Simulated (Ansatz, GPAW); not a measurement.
# Geometry or basis: what sets the conductance of butane-1,4-dithiol between two Pd chains, part 2 of 4

Aim: the conductance of butane-1,4-dithiol between two Pd chains after relaxation, and whether geometry, basis or functional moves it most.

GPAW 26.7.0 and Ansatz 0.2.0; Ansatz plane waves; relaxation of the junction with the lead ends held; PAW set soft_1 (the session's first sound run).

So far. Step 2 (Relaxing the atoms): The relaxation lowered the energy of the cell by 1.29 eV.

**3. Plane waves, PBE**

A plane-wave run comes first: its basis does not favour the atoms, so it serves as the reference for the orbital bases.

This step: Ansatz plane waves; Landauer transmission by layers, zero bias; PAW set soft_1 (Ansatz 0.2.0).

input.yaml reads:

```yaml
crystal:
  lattice:
    - [11.0012535339, 0.0, 0.0]
    - [0.0, 9.382345116, 0.0]
    - [0.0, 0.0, 46.4990672789]
  atoms:
    - { symbol: Pd, position: [0.5, 0.5, 0.0268822596] }
    - { symbol: Pd, position: [0.5, 0.5, 0.0806467789] }
    - { symbol: Pd, position: [0.5, 0.5, 0.1344112982] }
    - { symbol: Pd, position: [0.5, 0.5, 0.1881758175] }
    - { symbol: Pd, position: [0.5, 0.5, 0.2419403368] }
    - { symbol: Pd, position: [0.5, 0.5, 0.2957048561] }
    - { symbol: Pd, position: [0.4289253096, 0.4526773856, 0.3460968] }
    - { symbol: Pd, position: [0.5642480702, 0.527562993, 0.3871663761] }
    - { symbol: S, position: [0.5484767664, 0.4146752397, 0.4282433071] }
    - { symbol: H, position: [0.5143063177, 0.6332004382, 0.4556436925] }
    - { symbol: C, position: [0.4840892436, 0.5223056486, 0.4578960258] }
    - { symbol: H, position: [0.6256503219, 0.4599504388, 0.4878054327] }
    - { symbol: H, position: [0.3845167129, 0.5198647131, 0.4560346279] }
    - { symbol: C, position: [0.5256508244, 0.4591662748, 0.4869281286] }
    - { symbol: H, position: [0.4976969592, 0.3465878305, 0.4880334432] }
    - { symbol: H, position: [0.5018531535, 0.6534398943, 0.5119588239] }
    - { symbol: C, position: [0.4739337829, 0.5408502175, 0.5130746895] }
    - { symbol: H, position: [0.6150463062, 0.4804300656, 0.5439995535] }
    - { symbol: H, position: [0.3739350427, 0.540035033, 0.5121958593] }
    - { symbol: C, position: [0.5154827697, 0.4778278459, 0.5421169844] }
    - { symbol: H, position: [0.4853524144, 0.3669013118, 0.5443867325] }
    - { symbol: S, position: [0.4507891327, 0.5857277756, 0.5716856406] }
    - { symbol: Pd, position: [0.4359810812, 0.4725447627, 0.6127265743] }
    - { symbol: Pd, position: [0.5709075726, 0.547250531, 0.6538853623] }
    - { symbol: Pd, position: [0.5, 0.5, 0.7042951439] }
    - { symbol: Pd, position: [0.5, 0.5, 0.7580596632] }
    - { symbol: Pd, position: [0.5, 0.5, 0.8118241825] }
    - { symbol: Pd, position: [0.5, 0.5, 0.8655887018] }
    - { symbol: Pd, position: [0.5, 0.5, 0.9193532211] }
    - { symbol: Pd, position: [0.5, 0.5, 0.9731177404] }
kpoints:
  mp_grid: { grid: [1, 1, 2] }
hamiltonian:
  xc: pbe
  pseudopotentials: { kind: paw, azcp: { folder: soft_1 } }
scf:
  occupations: { method: fermi_dirac, width: 0.1 }
output:
  transmission:
    leads: [[0, 1]]
    e_range: [-2, 2]
    de: 0.025
    kmesh: [1, 1]
    reduced_basis: true
  write_potential: true
  write_density: true
  volumetric_format: npy
```

The run is started by

```
$ ansatz run input.yaml --threads 4 --pin off --max-ram 8192MiB --backend cpu --events-out ev --progress --plain --runs-dir out
```

Numbers of over 12 decimals in the logs are rounded to 6 here.

The program printed:

```text
[...]
Crystal: 30 atoms, lattice volume = 4799.520 Å³
Basis set: ecut = 420 eV, 93937 PW (Γ)
Bands: 195, of which v1, the nominal top of the filled ones, is band 162 counted from 1 (161 counted from 0)
Symmetry: 1 space group operations
[...]
k-points: 2
[...]
SCF iter   1: F=—  HF=-114491.431877 eV  |F-HF|=—  |Δ(HF+E_count)|=         —  Δρ=4.40e-2  dr2=1.50e2  ethr=3.10e-3  ⟨swp⟩=12.5  Hψ=2128  notcnv=0
[...]
SCF iter  16: F=-114464.735029 eV  HF=-114464.735029 eV  |F-HF|=1.02e-8  |Δ(HF+E_count)|=   1.37e-7  Δρ=9.90e-7  dr2=8.66e-8  ethr=3.09e-11  ⟨swp⟩=23.0  Hψ=2025  notcnv=0
SCF 1 converged in 16 iterations: F = -114464.735029 eV  dr2 = 8.66e-8
[...]
transmission: 8 of 74 steps passed
transmission: 15 of 74 steps passed
[...]
transmission: 74 of 74 steps passed
WARN: The output density's exchange-correlation potential varies sharply where the density is thin. Do not read a vacuum level from v_tot or v_xc, or from such a field of the output density. On a cell that repeats whose density bears no net charge and no dipole along the vacuum's axis use v_es (v_loc + v_h of the components); under efield.dipole_correction with no amplitude use v_es + v_field, which holds any externa [...]
SCF converged after 16 iterations
Free energy (F): -114464.735029 eV
[...]
Internal energy: -114463.008975 eV  (E = F + TS)
E sigma→0 (E₀):  -114463.872002 eV
Entropy (-TS):   -1.726054 eV (-57.535 meV/atom)
Fermi energy:    -3.771150 eV
[...]
--- Band table (eV) ---
  k-point 0: bands = [... 158 lower, -3.9336, -3.8730, -3.8025, -3.7832, -3.7742, -3.7505, -3.6828, -3.6686, ... 29 higher]
  k-point 1: bands = [... 158 lower, -3.9284, -3.8737, -3.7923, -3.7832, -3.7739, -3.7551, -3.6936, -3.6686, ... 29 higher]
--- Transmission ---
  basis      : 911 plane waves across, 74 finite elements along
  points     : 1, standing for a mesh of 1 x 1
  filling    : by the input's occupations and mesh, since the crystals that have channels conduct as metals do. If one of these is a semiconductor, that mesh has misplaced its level
  energies   : 161 from -2.000000 to 2.000000 eV about the Fermi level, 0.025000 eV apart; the leads are filled to 0.000000 eV, and channels, transmission and decay are at 0.000000 eV
  crystal 0  : Pd1, at the sites [0, 1], period 2.5000 Å, over 30.00 Å; its Hamiltonian steps by up to 1.1 meV
    offset         : up to 0.0000 Å between an atom of the period and one for which it stands
    filled         : 10.4 meV under the level at which it is neutral
    channels       : 4.000000e0 a spin
    conductance    : 2.9939e14 S/m² at 300 K; may be off by some 0.0 % by where its bands' edges are placed, 0.1 % from the distance to neutral
  junction   : crystal 0 to crystal 0, 0.70 to 44.70 Å
    transmission   : 4.597585e-2 a spin
    conductance    : 3.3015e12 S/m² at 300 K (3.3048e12 on every other energy)
    error estimate : 0.1 % from the energy spacing and 0.1 % from band edges of the leads and from resonances (wavevectors taken as independent; lower de), 1.2 % from the steps of its leads' Hamiltonians or their offsets (lay more layers), 5.2 % from the distance to neutral
    resistance     : 2.9955e-1 Ω µm² beyond half of each lead's own
```

Elapsed: 1.6 h, on 4 threads of Arm Neoverse V2, shared host; peak memory 7 GiB.

Numbers from this step:

```yaml
free_energy: -114464.7350 eV
lead_level: 0 eV from the Fermi level
transmission_at_the_fermi_level_one_spin: 0.04598
open_channels_of_the_lead_at_the_fermi_level_one_spin: 4
step_of_the_potential_along_the_lead: 1.1 meV
offset_of_the_lead: 0 Å
filling_of_the_lead_less_its_bulk_value_in_size: 10.4 meV
conductance: 0.04398 G₀
```

One spin. Transmission, zone mean against energy, zero at the Fermi level:

| energy (eV) | transmission, zone mean |
| --- | --- |
| -2.000 | 0.0460 |
| -1.800 | 0.0101 |
| -1.600 | 0.00574 |
| -1.400 | 0.0150 |
| -1.200 | 0.601 |
| -1.000 | 0.0131 |
| -0.800 | 0.00557 |
| -0.600 | 0.0150 |
| -0.400 | 0.0268 |
| -0.200 | 0.0321 |
| 0.000 | 0.0460 |
| 0.150 | 0.0767 |
| 0.200 | 0.0688 |
| 0.400 | 0.0504 |
| 0.600 | 0.0318 |
| 0.800 | 0.0199 |
| 1.000 | 0.0130 |
| 1.200 | 0.00908 |
| 1.400 | 0.00672 |
| 1.600 | 0.00527 |
| 1.800 | 0.00439 |
| 2.000 | 0.00394 |

One spin. Open channels, zone mean against energy, zero at the Fermi level:

| energy (eV) | open channels, zone mean |
| --- | --- |
| -2.000 | 3 |
| -1.800 | 3 |
| -1.600 | 3 |
| -1.400 | 3 |
| -1.200 | 3 |
| -1.000 | 5 |
| -0.800 | 5 |
| -0.600 | 5 |
| -0.400 | 4 |
| -0.200 | 4 |
| 0.000 | 4 |
| 0.200 | 1 |
| 0.400 | 1 |
| 0.600 | 1 |
| 0.800 | 1 |
| 1.000 | 1 |
| 1.200 | 1 |
| 1.400 | 1 |
| 1.600 | 1 |
| 1.800 | 1 |
| 2.000 | 1 |

Crystal 0, spin -, k parallel (0, 0); distinct values, listed up to 1.5 1/Å. Table of Im kz of the slowest decaying states by energy, zero at the Fermi level:

| energy (eV) | decay 1 (Å⁻¹) | decay 2 (Å⁻¹) | decay 3 (Å⁻¹) | decay 4 (Å⁻¹) |
| --- | --- | --- | --- | --- |
| -2.000 | 0.728 | 0.818 | 0.819 | 1.32 |
| -1.800 | 0.679 | 0.728 | 0.728 | 1.30 |
| -1.600 | 0.613 | 0.614 | 0.625 | 1.29 |
| -1.400 | 0.452 | 0.452 | 0.565 | 1.27 |
| -1.200 | 0.0693 | 0.0711 | 0.497 | 1.25 |
| -1.000 | 0.418 | 1.22 | 1.25 | 1.26 |
| -0.800 | 0.320 | 1.20 | 1.23 | 1.24 |
| -0.600 | 0.174 | 1.18 | 1.21 | 1.22 |
| -0.400 | 0.396 | 0.396 | 1.16 | 1.19 |
| -0.200 | 0.552 | 1.14 | 1.17 | 1.17 |
| 0.000 | 0.656 | 1.12 | 1.15 | 1.15 |
| 0.200 | 0.0869 | 0.0880 | 0.102 | 0.735 |
| 0.400 | 0.177 | 0.178 | 0.225 | 0.797 |
| 0.600 | 0.228 | 0.228 | 0.302 | 0.850 |
| 0.800 | 0.263 | 0.263 | 0.362 | 0.894 |
| 1.000 | 0.288 | 0.289 | 0.411 | 0.933 |
| 1.200 | 0.307 | 0.307 | 0.454 | 0.966 |
| 1.400 | 0.319 | 0.319 | 0.492 | 0.963 |
| 1.600 | 0.326 | 0.327 | 0.525 | 0.940 |
| 1.800 | 0.328 | 0.329 | 0.555 | 0.917 |
| 2.000 | 0.324 | 0.326 | 0.582 | 0.887 |

Crystal 0, spin -, k parallel (0, 0). Re kz of states that move upwards against energy, zero at the Fermi level:

| energy (eV) | channel 1 (Å⁻¹) | channel 2 (Å⁻¹) | channel 3 (Å⁻¹) | channel 4 (Å⁻¹) | channel 5 (Å⁻¹) |
| --- | --- | --- | --- | --- | --- |
| -2.000 | -0.781 | -0.780 | 0.603 | - | - |
| -1.800 | -0.711 | -0.710 | 0.637 | - | - |
| -1.600 | -0.646 | -0.646 | 0.672 | - | - |
| -1.400 | -0.586 | -0.585 | 0.707 | - | - |
| -1.200 | -0.527 | -0.527 | 0.744 | - | - |
| -1.000 | -0.470 | -0.470 | 0.487 | 0.487 | 0.783 |
| -0.800 | -0.413 | -0.413 | 0.751 | 0.751 | 0.826 |
| -0.600 | -0.355 | -0.354 | 0.873 | 1.10 | 1.10 |
| -0.400 | -0.294 | -0.293 | 0.204 | 0.927 | - |
| -0.200 | -0.226 | -0.225 | 0.335 | 0.993 | - |
| 0.000 | -0.141 | -0.140 | 0.425 | 1.08 | - |
| 0.200 | 0.497 | - | - | - | - |
| 0.400 | 0.557 | - | - | - | - |
| 0.600 | 0.609 | - | - | - | - |
| 0.800 | 0.655 | - | - | - | - |
| 1.000 | 0.695 | - | - | - | - |
| 1.200 | 0.732 | - | - | - | - |
| 1.400 | 0.765 | - | - | - | - |
| 1.600 | 0.796 | - | - | - | - |
| 1.800 | 0.825 | - | - | - | - |
| 2.000 | 0.853 | - | - | - | - |

The electrostatic potential energy of an electron (with the applied field's), less the Fermi level, planar mean oscillates, so the rows of the table below give means over windows of 1 Å about each position, cut where the curve ends. Its first 14 maxima inside the range that stand out by 2 % of the span (Å: eV): 2.5: 5.09, 4.9: 5.09, 7.6: 5.08, 10.0: 5.07, 12.5: 5.05, 15.0: 4.91, 17.0: 4.52, 19.0: 4.73, 20.6: 4.32, 21.9: 4.41, 23.2: 4.18, 24.6: 4.41, 25.9: 4.32, 27.5: 4.73. Its first 14 minima: 1.3: 3.79, 3.8: 3.78, 6.2: 3.77, 8.7: 3.76, 11.2: 3.75, 13.8: 3.72, 16.1: 3.61, 18.0: 3.61, 20.1: 4.00, 21.2: 3.64, 22.7: 3.55, 23.8: 3.55, 25.3: 3.64, 26.4: 4.00.

Table of electrostatic potential energy of an electron (with the applied field's), less the Fermi level, planar mean by z; means over each step:

z (Å), electrostatic potential energy of an electron (with the applied field's), less the Fermi level, planar mean (eV) and a bar from the least value:
```
        0       4.97 ##############################
        1       4.08 #######
        2       4.64 #####################
        3       4.64 ######################
        4       4.07 #######
        5       4.97 ##############################
        6       4.07 #######
        7       4.63 #####################
        8       4.63 #####################
        9       4.06 #######
       10       4.95 #############################
       11       4.05 ######
       12       4.60 #####################
       13       4.60 ####################
       14       4.00 #####
       15       4.75 ########################
       16       3.83 #
       17       4.29 #############
       18       3.80 
       19       4.50 ##################
       20       4.08 #######
       21       3.96 ####
       22       4.16 #########
       23       3.87 ##
       24       3.89 ##
       25       3.99 #####
       26       4.13 ########
       27       4.30 #############
       28       4.15 #########
       29       4.07 #######
       30       3.98 ####
       31       4.31 #############
       32       4.52 ##################
       33       4.02 ######
       34       4.93 #############################
       35       4.04 ######
       36       4.62 #####################
       37       4.62 #####################
       38       4.06 #######
       39       4.96 ##############################
       40       4.07 #######
       41       4.64 #####################
       42       4.64 #####################
       43       4.08 #######
       44       4.97 ##############################
       45       4.08 #######
       46       4.57 ####################
```

The valence density, planar mean oscillates, so the rows of the table below give means over windows of 2.47 Å about each position, cut where the curve ends. Its first 14 maxima inside the range that stand out by 2 % of the span (Å: e/Å³): 1.3: 0.168, 3.8: 0.170, 6.2: 0.170, 8.7: 0.170, 11.2: 0.168, 13.8: 0.169, 16.1: 0.170, 18.0: 0.171, 21.2: 0.0560, 22.7: 0.0556, 23.8: 0.0556, 25.3: 0.0560, 28.5: 0.171, 30.4: 0.170. Its first 14 minima: 2.5: 0.0117, 4.9: 0.0118, 7.6: 0.0118, 10.0: 0.0117, 12.5: 0.0117, 15.0: 0.0141, 17.0: 0.0258, 19.0: 0.0253, 21.9: 0.0310, 23.2: 0.0412, 24.6: 0.0310, 27.5: 0.0253, 29.5: 0.0256, 31.5: 0.0140.

Valence density, planar mean against z; means over each step:

z (Å), valence density, planar mean (e/Å³) and a bar from the least value:
```
     1.24      0.070 ###################
     3.71      0.070 ###################
     6.17      0.070 ###################
     8.64      0.070 ###################
    11.11      0.070 ###################
    13.58      0.071 ###################
    16.05      0.074 #####################
    18.52      0.077 ########################
    20.99      0.041 
    23.46      0.045 ###
    25.93      0.041 
    28.40      0.076 #######################
    30.87      0.073 #####################
    33.34      0.070 ###################
    35.81      0.070 ###################
    38.28      0.070 ###################
    40.75      0.070 ###################
    43.22      0.070 ###################
    45.69      0.087 ##############################
```

The largest of the program's own error estimates on the conductance is 5.2 %. T at the Fermi level is 0.0460 of 4 open channels a spin.

[end of part 2 of 4]

[Logs are printed without paths, hosts, clocks, repeated set-up lines and the standing remarks that a program may print on its own settings, such as how far it seeks lower states.]

[Hosts, paths, dates, database ids (printed as entryN), source tags and the programs' standing remarks are cut or masked in the printed files.]
